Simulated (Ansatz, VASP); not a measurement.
# ZnCu in VASP and in Ansatz

The input INCAR:

```
SYSTEM = ZnCu
PREC = Accurate
ENCUT = 600
EDIFF = 1E-6
ISMEAR = -1
SIGMA = 0.05
LREAL = .FALSE.
LASPH = .TRUE.
NELM = 80
ALGO = Fast
ISIF = 3
LWAVE = .FALSE.
LCHARG = .FALSE.
GGA = PE
IBRION = 2
NSW = 100
EDIFFG = -0.005
```

Contents of KPOINTS:

```
Automatic mesh
0
G
  11 11 11
  0 0 0
```

File POSCAR:

```
ZnCu
1.0
    2.9837544442      0.0000000000      0.0000000000
    0.0000000000      2.9837544442      0.0000000000
    0.0000000000      0.0000000000      2.9837544442
Zn Cu
1 1
Direct
    0.5000000000      0.5000000000      0.5000000000
    0.0000000000      0.0000000000      0.0000000000
```

Input for Ansatz:

```yaml
crystal:
  lattice:
    - [2.9837544442, 0.0, 0.0]
    - [0.0, 2.9837544442, 0.0]
    - [0.0, 0.0, 2.9837544442]
  atoms:
    - { symbol: Zn, position: [0.5, 0.5, 0.5] }
    - { symbol: Cu, position: [0.0, 0.0, 0.0] }
kpoints:
  mp_grid: { grid: [11, 11, 11] }
scf:
  occupations: { method: fermi_dirac, width: 0.05 }
hamiltonian:
  xc: pbe
  pseudopotentials: { kind: all_electron, lapw: { basis_error: 0.001 } }
output:
  forces: true
  stress: true
relax:
  f_tol: 0.005
  max_steps: 80
  cell: {}
```

Alike in both runs: task relaxation of cell and atoms; functional PBE; k mesh 11 × 11 × 11; occupations fermi-dirac, width 0.05 eV; no spin polarisation.

|  | VASP | Ansatz |
| --- | --- | --- |
| version | VASP 6.6.1 | Ansatz 0.2.0 |
| potentials or method | VASP PAW PBE potentials, release 64 (Zn, Cu) | all-electron LAPW, scalar-relativistic |
| plane-wave cutoff (eV) | 600 | see its input |

VASP gave:

- relaxed volume (Å³/atom): 13.08
- relaxed cell length with the largest relative difference (Å): 2.968
- energy change over the relaxation (meV/atom): -1

**Question.** Which values does Ansatz return?

**Answer.** Relaxed volume (Å³/atom): 13.00; relaxed cell length with the largest relative difference (Å): 2.962; energy change over the relaxation (meV/atom): -2.

Ansatz ran all-electron here, so the differences hold the error of VASP's frozen core and of both bases.
